Question: I have phonon frequencies for bcc aluminium from a tight-binding calculation, at fixed volume. The path starts at Γ, and the first four rows are hidden from me. H lies at distance 1.974, N at 3.370, and Γ comes again at 4.766. Can the other rows tell me what belongs there, and would a good forecast tell me anything about aluminium?

Harmonic phonon branches of bcc aluminium at 16.12 Å³/atom, from DFTB+ 25.1 with GFN2-xTB, a 3×3×3 supercell, 0.01 Å displacements, a 3×3×3 k mesh and Fermi–Dirac smearing of 0.05 eV. The path runs Γ–H–N–Γ–P–H, then P–N; distances in reciprocal space include the factor 2π, and imaginary frequencies are given as negative.

```
distance (1/Å)  PHONON BRANCH 1, energy from the start of the scan (cm⁻¹)  PHONON BRANCH 2, energy from the start of the scan (cm⁻¹)  PHONON BRANCH 3, energy from the start of the scan (cm⁻¹)
             0                                                          ?                                                          ?                                                          ?
        0.2820                                                          ?                                                          ?                                                          ?
        0.5641                                                          ?                                                          ?                                                          ?
        0.8461                                                          ?                                                          ?                                                          ?
         1.128                                                      224.7                                                      269.2                                                      272.9
         1.410                                                      297.7                                                      320.2                                                      321.2
         1.692                                                      339.9                                                      345.7                                                      357.8
         1.974                                                      352.6                                                      352.6                                                      372.3
         2.253                                                      336.3                                                      347.5                                                      360.9
         2.533                                                      283.9                                                      323.3                                                      338.9
         2.812                                                      185.0                                                      283.8                                                      314.0
         3.091                                                      -91.2                                                      247.2                                                      290.8
         3.370                                                     -160.4                                                      230.7                                                      281.8
         3.650                                                     -152.6                                                      219.4                                                      268.0
         3.929                                                     -129.8                                                      186.6                                                      228.0
         4.208                                                      -94.3                                                      135.6                                                      165.6
         4.487                                                      -49.6                                                       71.3                                                       87.1
         4.766                                                        0.0                                                        0.0                                                        0.0
         5.051                                                       43.3                                                       43.3                                                      106.8
         5.336                                                       82.9                                                       82.9                                                      197.2
         5.621                                                      116.4                                                      116.4                                                      257.6
         5.906                                                      143.9                                                      143.9                                                      279.4
         6.191                                                      167.9                                                      167.9                                                      261.0
         6.476                                                      193.2                                                      193.2                                                      210.8
         6.721                                                      153.4                                                      216.3                                                      229.3
         6.965                                                      144.0                                                      246.0                                                      249.4
         7.209                                                      183.2                                                      276.7                                                      281.6
         7.453                                                      244.7                                                      309.3                                                      314.4
         7.698                                                      302.2                                                      337.3                                                      340.2
         7.942                                                      340.3                                                      349.2                                                      363.0
         8.186                                                      352.6                                                      352.6                                                      372.3
         8.433                                                      142.0                                                      205.6                                                      240.9
         8.680                                                      -10.1                                                      219.3                                                      263.1
         8.927                                                     -135.2                                                      228.0                                                      277.0
         9.173                                                     -160.4                                                      230.7                                                      281.8
```

Answer: They can, because these curves contain far less independent information than their many points suggest. The forces were computed in a cell of 27 atoms, and every frequency on the path is built from the same few springs. For a wave of angular frequency ω, each spring contributes to ω² in proportion to 1 − cos φ, where φ is the phase difference between the two atoms it joins. The columns hold the branch frequencies themselves, despite the wording of their heads. A negative frequency means a negative ω²: the atoms are pushed away from their sites.

Start with the limits. At Γ all atoms move together and no spring is stretched, so all three branches are zero. At H the corner and centre atoms of the cube move against each other, which strains the first-neighbour springs fully and the second-neighbour springs not at all. For long waves 1 − cos φ is close to φ²/2, so an atom twice as far along the wave counts four times as much. Weak destabilising springs to distant atoms can then cancel strong near ones, and between Γ and H trouble is most likely close to Γ.

H also reveals a fault. Cubic symmetry demands three equal frequencies there, but the table has 352.6 twice and 372.3 once. The likely reason is that the supercell repeats, so a force must be assigned to one of several copies of an atom. If the copies are chosen by cell index rather than by distance, half of the twelve third neighbours land too far away. I infer this from how well the resulting formula fits; the choice makes no difference for waves that fit the supercell.

With that placement, the sum of the three ω² values needs only three spring constants, fitted to all 31 known rows. Between Γ and H, a mirror plane separates the middle branch from the other two. It takes three cosine terms, fitted to the four known rows there (the printed output counts 31, but the others are set to zero). The splitting at H supplies the coupling K between the outer branches.

Here is the lowest branch at 0.2820, one seventh of the way to H and in neither fit. Write cₙ = 1 − cos(nπ/7), with squares in cm⁻²:

sum of the three ω² = 6927
middle ω² = 66123 c₁ − 3619 c₂ − 3956 c₃ = 2110
K = (372.3² − 352.6²)/6 = 2380
transverse term T = 2110 + K c₃ = 3960.5
longitudinal term L = 6927 − 2T = −994
coupling = √2 K (c₂ − c₁) = 934

The outer branches are the two solutions of a 2×2 problem with diagonal terms T + K c₃ = 5811 and L. The lower one is

ω² = (5811 − 994)/2 − √[((5811 + 994)/2)² + 934²] ≈ −1120

or about −33 cm⁻¹. The same steps give these forecasts, in cm⁻¹:

Γ: 0, 0, 0, each ±0.5
0.2820: −33 ± 4, 46 ± 2, 77 ± 2
0.5641: 37 ± 4, 114 ± 2, 150 ± 2
0.8461: 134 ± 2, 195 ± 2, 215 ± 2

So the lowest branch should start from zero, turn imaginary, be real again by the third row and pass 100 by the fourth, while the other two rise throughout. Γ aside, where zero is exact, the wider bars stand where ω² is closest to zero, because a small error in the square then shifts the frequency most.

The withheld rows as computed:

```
distance (1/Å)  PHONON BRANCH 1, energy from the start of the scan (cm⁻¹)  PHONON BRANCH 2, energy from the start of the scan (cm⁻¹)  PHONON BRANCH 3, energy from the start of the scan (cm⁻¹)
             0                                                        0.0                                                        0.0                                                        0.0
        0.2820                                                      -33.2                                                       45.9                                                       77.0
        0.5641                                                       37.6                                                      113.8                                                      149.5
        0.8461                                                      133.8                                                      195.2                                                      215.2
```

Every value falls inside its bar, and the bars proved wider than they needed to be. The largest miss, about half a cm⁻¹, is in the lowest branch at 0.5641, one of the two places where the wider bar was set. First-neighbour springs alone, scaled to match the sum of the ω² values at H, would give a single curve for all three branches, with 80 cm⁻¹ at 0.2820. That is close to the top branch but misses the imaginary one entirely.

The success shows that the interpolation has been understood, which is a narrower claim than knowing aluminium. Apart from Γ itself, the first wave on this leg that fits the supercell lies two thirds of the way to H, beyond all the hidden rows. If the same springs are attached to the nearest copies instead, the lowest branch at 0.2820 rises from −33 to about −14 cm⁻¹. On this estimate most of the negative ω² there is an artefact, and what remains is small enough that a denser k mesh might remove it; that is untested.

The imaginary branch between N and Γ deserves more trust. A wave that fits the supercell falls between distances 3.650 and 3.929, where the table has −152.6 and −129.8 cm⁻¹. It also fits the expectation that bcc aluminium gives way to a shear that leads towards fcc, the stable form, though no mode shape or elastic constant was computed here to confirm the link. Waves that fit the supercell are free of the interpolation fault, but not of the others: the cell was not relaxed in this method, the k mesh is not converged for a metal, and the treatment of periodic electrostatics carries a warning. No frequency here should be taken as a reliable value for real aluminium. The printed output of the analysis follows.

Output of the analysis:

```
fit of total on 31 rows: coefficient of s1 26187 +/- 0.92, coefficient of s2 -6214 +/- 0.94, coefficient of s3 -2644 +/- 0.89; rms 22.2, worst 1.692 -46.2, leave-one-out rms 24.8
  rows outside the fit (model, value, miss): 0.0 0, 0, 0; 0.282 6927, 6934, -6.43; 0.5641 36721, 36714, 6.97; 0.8461 102343, 102317, 26.3
fit of side on 31 rows: coefficient of c1 66123 +/- 2.8, coefficient of c2 -3619 +/- 2.2, coefficient of c3 -3956 +/- 3.2; rms 2.4, worst 1.692 -10.4, leave-one-out rms 24.1
  rows outside the fit (model, value, miss): 0.0 0, 0, 0; 0.282 2110, 2107, 2.96; 0.5641 12951, 12950, 0.557; 0.8461 38107, 38103, 3.54
Forecast of lowest branch, four withheld rows, 1/cm: 0, -33.45, 37.11, 133.8
Error bar of lowest branch (other branches 0.5 at Gamma, then 2), 1/cm: 0.5, 4, 4, 2
Computed lowest branch, 1/cm: 0, -33.2, 37.6, 133.8
Forecast of middle branch, 1/cm: 0, 45.93, 113.8, 195.2
Computed middle branch, 1/cm: 0, 45.9, 113.8, 195.2
Forecast of top branch, 1/cm: 0, 77.05, 149.6, 215.3
Computed top branch, 1/cm: 0, 77, 149.5, 215.2
Misses of lowest branch, forecast less computed, 1/cm: 0, -0.2547, -0.4884, -0.04729
Largest miss of lowest branch on the known rows of the first leg, 1/cm: 0.06183
Longitudinal branch with third neighbours at nearest copy, rows 0 to 3, 1/cm: 0, -14.39, 56.26, 135.4
First-neighbour sine curve, rows 0 to 4, 1/cm: 0, 79.95, 155.9, 224, 280.9
```
